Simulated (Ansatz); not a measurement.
Clean, relaxed (001) surface of CuO, space group Cccm (No. 66) (top face towards +c; atoms held fixed, by place in the list: 1, 2, 3, 4):

```xyz
8
Lattice="2.9487 0.0000 0.0000 -0.0082 2.9487 0.0000 0.0000 0.0000 26.0147" Properties=species:S:1:pos:R:3 pbc="T T T"
O     1.4703    1.4743    8.5000
Cu    1.4744    0.0000    9.7878
O     1.4703    1.4743   11.0756
Cu   -0.0041    1.4743   12.3634
O     1.4703    1.4743   13.6485
Cu    1.4744    0.0000   14.9371
O     1.4703    1.4743   16.2324
Cu   -0.0041    1.4743   17.4079
```

These are results of DFT PBE, scalar-relativistic, plane waves, PAW (Ansatz), not measurements. Plane waves to 420 eV, a k mesh through Γ of 10×10×1 on the computed 8-atom cell and Gaussian smearing (0.10 eV); no spin polarisation. A dipole correction removes the field between periodic images along c.

The adsorption energy is E(slab + adsorbate) − E(slab) − E(free adsorbate, spin-polarised where open-shell). With the adsorbate the cell is lengthened along c to keep the vacuum.

Task: O (atom) is put at the hollow (Cu-Cu) at (0.50, 0.00), 0.5 Å under the top layer site, one adsorbate per 8.7 Å². What structure does it relax to?

Result: E_ads = -3.65 eV. Contacts: O–Cu 2.11 Å.

```
CELL_PARAMETERS angstrom
2.94870 0.00000 0.00000
-0.00819 2.94869 0.00000
0.00000 0.00000 28.01471
ATOMIC_POSITIONS crystal
O 0.50000 0.50000 0.30341
Cu 0.50000 0.00000 0.34938
O 0.50000 0.50000 0.39535
Cu 0.00000 0.50000 0.44132
O 0.50000 0.50000 0.48728
Cu 0.50000 0.00000 0.53281
O 0.50000 0.50000 0.57473
Cu 0.00000 0.50000 0.63734
O 0.50000 0.00000 0.65017
```

Each end is the local minimum or symmetric point that its start leads to. This ideal cut is polar: the work functions of its two faces differ by 4.0 eV. Real polar faces reconstruct or get covered, and then bind electron donors or acceptors far more weakly.

Spin polarisation was left out, and a magnetic state may lie lower.

The reference crystal is a form of CuO, which isn't its usual structure.